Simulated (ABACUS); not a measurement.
# W2C under changes of volume

One of the cells (12.729 Å³/atom); the others are scaled copies at fixed shape and fractional positions:

```
W C
1.0
     3.07005    0.00000    0.00000
    -1.53502    2.65874    0.00000
     0.00000    0.00000    4.67843
W C
2 1
Direct
  0.66667 0.33333 0.25367
  0.33333 0.66667 0.74633
  0.00000 0.00000 0.00000
```

The cell comes from a database or a generator and needn't be the stable form of this composition.

```yaml
Program: ABACUS 3.10.1
Functional: PBE
Potentials_or_basis: PseudoDojo NC SR 0.4.1 PBE standard
Cutoff: 1361 eV
Density_cutoff: 5442 eV
Basis: DZP LCAO (the cutoffs set its grid)
k_mesh: 10 × 10 × 6
Occupations: fermi-dirac, width 0.05 eV
Spin: no spin polarisation
```

| volume (Å³/atom) | energy over the lowest point (meV/atom) | pressure (GPa) | largest force (eV/Å) |
| --- | --- | --- | --- |
| 11.965 | ? | ? | ? |
| 12.220 | 23.48 | 15.1 | 0.596 |
| 12.475 | 5.82 | 7.3 | 0.395 |
| 12.729 | 0.00 | 0.2 | 0.209 |
| 12.984 | 4.82 | -6.1 | 0.037 |
| 13.238 | 19.21 | -11.8 | 0.124 |
| 13.493 | 42.19 | -17.0 | 0.273 |

**Question.** What does the run at 11.965 Å³/atom give?

**Answer.** Energy over the lowest point 54.29 meV/atom; pressure 23.9 GPa; largest force 0.812 eV/Å.

Worked out: A Birch-Murnaghan fit of order 3 (a polynomial in V^(-2/3)) to the other rows has its minimum at 12.74 Å³/atom with B0 = V·E''(V) = 334 GPa and B' = 4.4 at fixed shape and positions, which overstates the stiffness. It gives 54.40 meV/atom at 11.965 Å³/atom, against the run's 54.29, and -dE/dV = 23.9 GPa, against 23.9.

Energies are extrapolated to zero smearing.

Caveats: the atomic orbitals were generated for these runs and aren't a published set; the basis of atomic orbitals isn't converged, which shifts pressures, moduli and gaps.
